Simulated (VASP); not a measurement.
# Ge (Fd-3m) in VASP: further runs, part 2 of 2

VASP 6.6.1.

**4. Relaxation of cell and atoms, PBEsol**

Contents of INCAR:

```
SYSTEM = Ge
PREC     = Accurate       ! precision mode
ENCUT    = 600            ! plane-wave cutoff, eV
EDIFF    = 1E-6           ! SCF threshold, eV
ISMEAR   = 0              ! smearing method
SIGMA    = 0.03           ! smearing width, eV
LREAL    = .False.        ! projectors in reciprocal space
LASPH    = .True.         ! aspherical terms in the spheres
NELM     = 80             ! most SCF steps
ALGO     = Normal         ! electronic algorithm
ISIF     = 3              ! what is computed and relaxed
LWAVE    = .False.        ! write WAVECAR
LCHARG   = .False.        ! write CHGCAR
GGA      = PS             ! functional
IBRION   = 2              ! ionic algorithm
NSW      = 90             ! ionic steps
EDIFFG   = -0.01          ! ionic threshold
```

Contents of KPOINTS:

```
Automatic mesh
0
Gamma
  10 10 10
  0 0 0
```

Contents of POSCAR:

```
Ge
1.0
    0.0000000000      2.8289100000      2.8289100000
    2.8289100000      0.0000000000      2.8289100000
    2.8289100000      2.8289100000      0.0000000000
Ge
2
Direct
    0.0000000000      0.0000000000      0.0000000000
    0.2500000000      0.2500000000      0.2500000000
```

Potentials or basis: VASP PAW PBE potentials, release 64 (Ge_d).

The run is started by

```sh
$ cat potpaw_PBE.64/Ge_d/POTCAR > POTCAR
$ mpirun -np 1 vasp_std > vasp.out
```

OUTCAR:

```text
SYSTEM = Ge
   PREC = Accurate
   ENCUT = 600
   EDIFF = 1E-6
   ISMEAR = 0
   LREAL = .False.
   LASPH = .True.
   NELM = 80
   ISIF = 3
   GGA = PS
   IBRION = 2
   NSW = 90
   EDIFFG = -0.01

 ion  position               nearest neighbor table
   1  0.000  0.000  0.000-   2 2.45   2 2.45   2 2.45   2 2.45
   2  0.250  0.250  0.250-   1 2.45   1 2.45   1 2.45   1 2.45

  LATTYP: Found a face centered cubic cell.
 ALAT       =     5.6578200000

  Lattice vectors:

 A1 = (   0.0000000000,   2.8289100000,   2.8289100000)
 A2 = (   2.8289100000,   0.0000000000,   2.8289100000)
 A3 = (   2.8289100000,   2.8289100000,   0.0000000000)

Analysis of symmetry for initial positions (statically):
=====================================================================
 Subroutine PRICEL returns:
 Original cell was already a primitive cell.

 Routine SETGRP: Setting up the symmetry group for a
 face centered cubic supercell.

 Subroutine GETGRP returns: Found 48 space group operations
 (whereof 24 operations were pure point group operations)
 out of a pool of 48 trial point group operations.

The static configuration has the point symmetry T_d .
 The point group associated with its full space group is O_h .

Analysis of symmetry for dynamics (positions and initial velocities):
=====================================================================
 Subroutine PRICEL returns:
 Original cell was already a primitive cell.

 Routine SETGRP: Setting up the symmetry group for a
 face centered cubic supercell.

 Subroutine GETGRP returns: Found 48 space group operations
 (whereof 24 operations were pure point group operations)
 out of a pool of 48 trial point group operations.

The dynamic configuration has the point symmetry T_d .
 The point group associated with its full space group is O_h .
[... 121 lines left out ...]
  Fermi-wavevector in a.u.,A,eV,Ry     =   1.394756  2.635708 26.468033  1.945346
  Thomas-Fermi vector in A             =   2.518275
   LORBIT       =      0    0 simple, 1 ext, 2 COOP (PROOUT), +10 PAW based schemes
   GGA     = PS    functional components
   LHFCALC =     F    Hartree Fock is set to
   AEXX    =    0.0000 exact exchange contribution
   IVDW    =     0    specifies the selected vdW correction
   LEPSILON=     F    determine dielectric tensor
   LRPA    =     F    only Hartree local field effects (RPA)
 conjugate gradient relaxation of ions
 non-spin polarized calculation
 Gauss-broadening in eV      SIGMA  =   0.03
  energy-cutoff  :      600.00
  volume of cell :       45.28
 maximum number of plane-waves:      1524
   NGX = 15   NGY = 15   NGZ = 15

--------------------------------------- Ionic step        1  -------------------------------------------

 number of electron      28.0000013 magnetization

 Free energy of the ion-electron system (eV)
  ---------------------------------------------------
  ext. energy  EPLUGINS =         0.00000000
  ---------------------------------------------------
  free energy    TOTEN  =        -9.87066962 eV

  energy without entropy =       -9.87061613  energy(sigma->0) =       -9.87064288

------------------------ aborting loop because EDIFF is reached ----------------------------------------

  FORCE on cell =-STRESS in cart. coord.  units (eV):
  Direction    XX          YY          ZZ          XY          YZ          ZX
  --------------------------------------------------------------------------------------
  -------------------------------------------------------------------------------------
  Total        0.1665325      0.1665325      0.1665325      0.0000000      0.0000000      0.0000000
  in kB        5.8928075      5.8928075      5.8928075      0.0000000      0.0000000      0.0000000
  external PRESSURE =       5.8928075 kB  Pullay stress =       0.0000000 kB
[... 59 lines left out ...]
--------------------------------------- Ionic step        3  -------------------------------------------

 number of electron      28.0000020 magnetization

 Free energy of the ion-electron system (eV)
  ---------------------------------------------------
  ext. energy  EPLUGINS =         0.00000000
  ---------------------------------------------------
  free energy    TOTEN  =        -9.87141132 eV

  energy without entropy =       -9.87136502  energy(sigma->0) =       -9.87138817

 E-fermi :   4.7821     XC(G=0): -10.0845

 val. band max:        4.7729685514   @ k =   0.0000   0.0000   0.0000
 cond. band min:       4.8675786594   @ k =   0.5000   0.0000   0.0000
 fundamental gap:      0.0946101080
 Fermi energy:         4.7821017315

 k-point     1 :       0.0000    0.0000    0.0000
  band No.  band energies     occupation
      1     -19.9771      2.00000
      2     -19.9771      2.00000
      3     -19.9771      2.00000
      4     -19.9412      2.00000
      5     -19.9412      2.00000
      6     -19.7340      2.00000
[... 481 lines left out ...]
      5     -19.8593      2.00000
      6     -19.8363      2.00000
[... 10 lines left out ...]
     17      11.3745      0.00000
     18      11.9375      0.00000

 [... further k-points ...]
[... 5 lines left out ...]
  --------------------------------------------------------------------------------------
  -------------------------------------------------------------------------------------
  Total       -0.0070968     -0.0070968     -0.0070968      0.0000000      0.0000000      0.0000000
  in kB       -0.2488203     -0.2488203     -0.2488203      0.0000000      0.0000000      0.0000000
  external PRESSURE =      -0.2488203 kB  Pullay stress =       0.0000000 kB
[... 17 lines left out ...]
  FREE ENERGIE OF THE ION-ELECTRON SYSTEM (eV)
  ---------------------------------------------------
  free  energy   TOTEN  =        -9.8714113218 eV

  energy  without entropy=       -9.8713650206  energy(sigma->0) =       -9.87138817

 reached required accuracy - stopping structural energy minimisation
```

OSZICAR:

```text
N       E                     dE             d eps       ncg     rms          rms(c)
DAV:   1     0.167652923311E+03    0.16765E+03   -0.16483E+04  1732   0.456E+03
DAV:   2     0.120143597297E+02   -0.15564E+03   -0.15292E+03  1708   0.565E+02
DAV:   3    -0.932180995602E+01   -0.21336E+02   -0.21100E+02  1826   0.153E+02
DAV:   4    -0.100116673735E+02   -0.68986E+00   -0.68785E+00  1954   0.317E+01
[... 20 lines left out ...]
DAV:   2    -0.987202645192E+01    0.18390E-02   -0.26150E-03  2202   0.110E+00    0.145E-01
DAV:   3    -0.987144976036E+01    0.57669E-03   -0.97603E-04  2226   0.588E-01    0.345E-02
DAV:   4    -0.987141226364E+01    0.37497E-04   -0.11477E-04  2166   0.230E-01    0.722E-03
DAV:   5    -0.987141106086E+01    0.12028E-05   -0.85371E-06  1746   0.592E-02    0.510E-03
DAV:   6    -0.987141132176E+01   -0.26090E-06   -0.54220E-07   878   0.162E-02
   3 F= -.98714113E+01 E0= -.98713882E+01  d E =-.741699E-03
```

Run time: 32 s. Hardware: 1 thread of Intel Xeon 6975P-C (Granite Rapids), shared host; peak memory 0.19 GiB.

Results:

| Item | Value |
| --- | --- |
| Free energy | -9.8714 eV |
| Relaxed volume | 22.85 Å³/atom |
| Relaxed cell | a = 4.013 Å, b = 4.013 Å, c = 4.013 Å, α = 60.00°, β = 60.00°, γ = 60.00° |
| Space group after relaxing (to 0.05 Å) | Fd-3m (No. 227) |
| Energy gained by relaxing | 0.4 meV/atom |
| Ionic steps | 3 |
| Pressure after relaxing | 0.0 GPa |
| Band gap on the k mesh | none (metal or under the smearing width) |

The path:
| step | energy change (eV) | largest force (eV/Å) | pressure (GPa) | volume (Å³) |
| --- | --- | --- | --- | --- |
| 1 | 0.0000 | 0.0000 | 0.59 | 45.28 |
| 2 | -0.0006 | 0.0000 | -0.10 | 45.83 |
| 3 | -0.0007 | 0.0000 | -0.02 | 45.70 |

Final structure:
```xyz
2
Lattice="0.0000 2.8376 2.8376 2.8376 0.0000 2.8376 2.8376 2.8376 0.0000" Properties=species:S:1:pos:R:3 pbc="T T T"
Ge    0.0000    0.0000    0.0000
Ge    1.4188    1.4188    1.4188
```

Caveat: the PAW data sets were made with another functional, which shifts forces and pressure a little; this crystal is a semiconductor, whose small gap the functional closes, so the metal is an error of the method.

**5. Relaxation of cell and atoms, PBEsol**

This run uses another cell than the first one, of 22.85 Å³/atom, 1.009 times its volume.

INCAR, as its differences from that of step 4:

```diff
@@ -3,3 +3,3 @@
 ENCUT    = 600            ! plane-wave cutoff, eV
-EDIFF    = 1E-6           ! SCF threshold, eV
+EDIFF    = 1E-7           ! SCF threshold, eV
 ISMEAR   = 0              ! smearing method
@@ -16,2 +16,2 @@
 NSW      = 90             ! ionic steps
-EDIFFG   = -0.01          ! ionic threshold
+EDIFFG   = -0.005         ! ionic threshold
```

KPOINTS is that of step 4.

Contents of POSCAR:

```
Ge                                      
1.0
    0.0000000000      2.8376024253      2.8376024253
    2.8376024253      0.0000000000      2.8376024253
    2.8376024253      2.8376024253      0.0000000000
  Ge            
     2
Direct
     0.0000000000000000    0.0000000000000000    0.0000000000000000
     0.2500000000000000    0.2500000000000000    0.2500000000000000
```

The run is started by

```sh
$ cat potpaw_PBE.64/Ge_d/POTCAR > POTCAR
$ mpirun -np 1 vasp_std > vasp.out
```

Wall time 46 s (1 thread of Intel Xeon 6975P-C (Granite Rapids), shared host); peak memory 0.19 GiB.

The run converged. Its results:

- Free energy: -9.8715 eV
- Relaxed volume: 22.83 Å³/atom
- Relaxed cell: a = 4.012 Å, b = 4.012 Å, c = 4.012 Å, α = 60.00°, β = 60.00°, γ = 60.00°
- Space group after relaxing (to 0.05 Å): Fd-3m (No. 227)
- Energy gained by relaxing: 0.0 meV/atom
- Ionic steps: 5
- Pressure after relaxing: 0.0 GPa
- Band gap on the k mesh: none (metal or under the smearing width)

Final structure:
```yaml
crystal:
  lattice:
    - [0.00000, 2.83700, 2.83700]
    - [2.83700, 0.00000, 2.83700]
    - [2.83700, 2.83700, 0.00000]
  atoms:
    - { symbol: Ge, position: [0.00000, 0.00000, 0.00000] }
    - { symbol: Ge, position: [0.25000, 0.25000, 0.25000] }
```

Levels at points of the mesh, in eV from the Fermi level:
```tsv
k point	band 11	band 12	band 13	band 14	band 15	band 16	band 17	band 18
(0.00, 0.00, 0.00)	-12.74	-0.09	-0.01	-0.01	-0.01	2.52	2.52	2.52
(0.50, 0.00, 0.00)	-10.66	-7.60	-1.40	-1.40	0.09	3.70	3.70	6.95
(0.50, 0.50, 0.00)	-8.88	-8.88	-3.07	-3.07	0.67	0.67	9.41	9.41
```

Caveat: the PAW data sets were made with another functional, which shifts forces and pressure a little; this crystal is a semiconductor, whose small gap the functional closes, so the metal is an error of the method.
